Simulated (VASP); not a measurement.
Set up this calculation in VASP 6.6.1, as the native input.

```
Task                   : band structure
Functional             : SCAN
Potentials or basis    : VASP PAW PBE potentials, release 64 (Cd, O)
Cutoff                 : 520 eV
k mesh                 : 10 × 10 × 10
Occupations            : fermi-dirac, width 0.05 eV
Spin                   : no spin polarisation
Further INCAR settings : ALGO = Normal; EDIFF = 1e-06; NBANDS = 16
```

The structure of CdO (Monteponite) lies in POSCAR:

```
CdO
1.0
    0.0000000000      2.3495000000      2.3495000000
    2.3495000000      0.0000000000      2.3495000000
    2.3495000000      2.3495000000      0.0000000000
Cd O
1 1
Direct
    0.0000000000      0.0000000000      0.0000000000
    0.5000000000      0.5000000000      0.5000000000
```

One way to write it, as run:

INCAR

```
PREC     = Accurate       # precision mode
ENCUT    = 520            # plane-wave cutoff, eV
EDIFF    = 1E-6           # SCF threshold, eV
ISMEAR   = -1             # smearing method
SIGMA    = 0.05           # smearing width, eV
LREAL    = False          # projectors in reciprocal space
LASPH    = True           # aspherical terms in the spheres
NELM     = 100            # most SCF steps
ALGO     = Normal         # electronic algorithm
ISIF     = 2              # what is computed and relaxed
LWAVE    = False          # write WAVECAR
LCHARG   = False          # write CHGCAR
METAGGA  = SCAN           # meta-GGA
LMIXTAU  = True         
NBANDS   = 16             # bands
```

KPOINTS

```
regular mesh
0
Gamma
  10 10 10
```

KPOINTS_OPT

```
path GXWKGLUWLK,UX
10
line-mode
reciprocal
 0.0000000000  0.0000000000  0.0000000000  G
 0.5000000000  0.0000000000  0.5000000000  X

 0.5000000000  0.0000000000  0.5000000000  X
 0.5000000000  0.2500000000  0.7500000000  W

 0.5000000000  0.2500000000  0.7500000000  W
 0.3750000000  0.3750000000  0.7500000000  K

 0.3750000000  0.3750000000  0.7500000000  K
 0.0000000000  0.0000000000  0.0000000000  G

 0.0000000000  0.0000000000  0.0000000000  G
 0.5000000000  0.5000000000  0.5000000000  L

 0.5000000000  0.5000000000  0.5000000000  L
 0.6250000000  0.2500000000  0.6250000000  U

 0.6250000000  0.2500000000  0.6250000000  U
 0.5000000000  0.2500000000  0.7500000000  W

 0.5000000000  0.2500000000  0.7500000000  W
 0.5000000000  0.5000000000  0.5000000000  L

 0.5000000000  0.5000000000  0.5000000000  L
 0.3750000000  0.3750000000  0.7500000000  K

 0.6250000000  0.2500000000  0.6250000000  U
 0.5000000000  0.0000000000  0.5000000000  X
```

Potentials or basis: VASP PAW PBE potentials, release 64 (Cd, O).

Command:

```bash
$ cat potpaw_PBE.64/Cd/POTCAR potpaw_PBE.64/O/POTCAR > POTCAR
$ mpirun -np 1 vasp_std > vasp.out
```

It gave:

```
Pressure                : 1.6 GPa
Band gap along the path : none (metal or under the smearing width)
```

Caveat: the PAW data sets were made with another functional, which shifts forces and pressure a little; this crystal is a semiconductor, whose small gap the functional closes, so the metal is an error of the method.

Run time: 84 s on 1 thread of Intel(R) Xeon(R) 6975P-C (Granite Rapids), on a shared host, peak memory 0.19 GiB.
